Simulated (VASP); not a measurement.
Set up this calculation in VASP 6.6.1, as the native input.

```
Task                   : single point
Functional             : LDA
Potentials or basis    : VASP PAW LDA potentials, release 64 (Mg)
Cutoff                 : 520 eV
k mesh                 : 8 × 8 × 5
Occupations            : fermi-dirac, width 0.05 eV
Spin                   : no spin polarisation
Dipole correction      : no
Further INCAR settings : ALGO = Normal; EDIFF = 1e-07; NBANDS = 9
```

The structure of Mg lies in POSCAR:

```
Mg
1.0
    3.1302762549      0.0000000000      0.0000000000
   -1.5651381274      2.7108987576      0.0000000000
    0.0000000000      0.0000000000      5.1002130515
Mg
2
Direct
    0.3333333333      0.6666666667      0.2500000000
    0.6666666667      0.3333333333      0.7500000000
```

One way to write it, as run:

INCAR

```
PREC = Accurate
ENCUT = 520
EDIFF = 1E-7
ISMEAR = -1
SIGMA = 0.05
LREAL = F
LASPH = T
NELM = 100
ALGO = Normal
ISIF = 2
LWAVE = F
LCHARG = T
GGA = CA
LELF = T
LVHAR = T
NBANDS = 9
```

KPOINTS

```
regular mesh
0
Gamma
  8 8 5
```

Potentials or basis: VASP PAW LDA potentials, release 64 (Mg).

Launch:

```bash
$ cat potpaw_LDA.64/Mg/POTCAR > POTCAR
$ mpirun -np 1 vasp_std > vasp.out
```

Results of the run:

```yaml
Pressure: -0.3 GPa
Band_gap_on_the_k_mesh: none (metal or under the smearing width)
```

Wall time 5.7 s on 1 thread of Intel(R) Xeon(R) Platinum 8488C (Sapphire Rapids), on a shared host, peak memory 0.14 GiB.
